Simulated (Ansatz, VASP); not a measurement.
## SrO: VASP beside Ansatz

The input INCAR:

```
SYSTEM = SrO
PREC = Accurate
ENCUT = 600
EDIFF = 1E-6
ISMEAR = 0
SIGMA = 0.02
LREAL = .False.
LASPH = .True.
NELM = 100
ALGO = Normal
ISIF = 3
LWAVE = .False.
LCHARG = .False.
IBRION = 2
NSW = 100
EDIFFG = -0.005
```

KPOINTS

```
regular mesh
0
Gamma
  8 8 8
  0 0 0
```

Contents of POSCAR:

```
SrO
1.0
    0.0000000000      2.5698000000      2.5698000000
    2.5698000000      0.0000000000      2.5698000000
    2.5698000000      2.5698000000      0.0000000000
Sr O
1 1
Direct
    0.0000000000      0.0000000000      0.0000000000
    0.5000000000      0.5000000000      0.5000000000
```

Input for Ansatz:

```yaml
crystal:
  lattice:
    - [0.0, 2.5698, 2.5698]
    - [2.5698, 0.0, 2.5698]
    - [2.5698, 2.5698, 0.0]
  atoms:
    - { symbol: Sr, position: [0.0, 0.0, 0.0] }
    - { symbol: O, position: [0.5, 0.5, 0.5] }
basis:
  ecutwfc: 420
kpoints:
  mp_grid: { grid: [8, 8, 8] }
hamiltonian:
  xc: lda
scf:
  occupations: { method: gaussian, width: 0.02 }
output:
  forces: true
  stress: true
  eigenvalues: true
  write_density: true
  write_potential: true
  elf: true
  volumetric_format: npy
relax:
  adjacent_minimum: "off"
  f_tol: 0.005
  max_steps: 80
  cell: { stress_tol: 0.05 }
```

Alike in both runs: task relaxation of cell and atoms; functional LDA; k mesh 8 × 8 × 8; occupations gaussian, width 0.02 eV; no spin polarisation.

|  | VASP | Ansatz |
| --- | --- | --- |
| version | VASP 6.6.1 | Ansatz 0.2.0 |
| potentials or method | VASP PAW LDA potentials, release 64 (Sr_sv, O) | scalar-relativistic, plane waves, PAW |
| plane-wave cutoff (eV) | 600 | 420 |
| valence electrons in the cell | 16 | 16 |

VASP gave:

| Property | Result |
| --- | --- |
| gap on the k mesh at the Fermi level, each at its own relaxed structure (eV) | 3.07 |
| relaxed volume (Å³/atom) | 16.34 |
| relaxed cell length with the largest relative difference (Å) | 3.589 |
| energy change over the relaxation (meV/atom) | -7 |

Q: What did Ansatz give for the same quantities?

A: gap on the k mesh at the Fermi level, each at its own relaxed structure (eV): 3.12; relaxed volume (Å³/atom): 16.24; relaxed cell length with the largest relative difference (Å): 3.581; energy change over the relaxation (meV/atom): -10.

A k mesh can miss the band edges. As with any semilocal functional, this LDA gap is likely too small. Zero-point motion and thermal expansion aren't in these numbers.
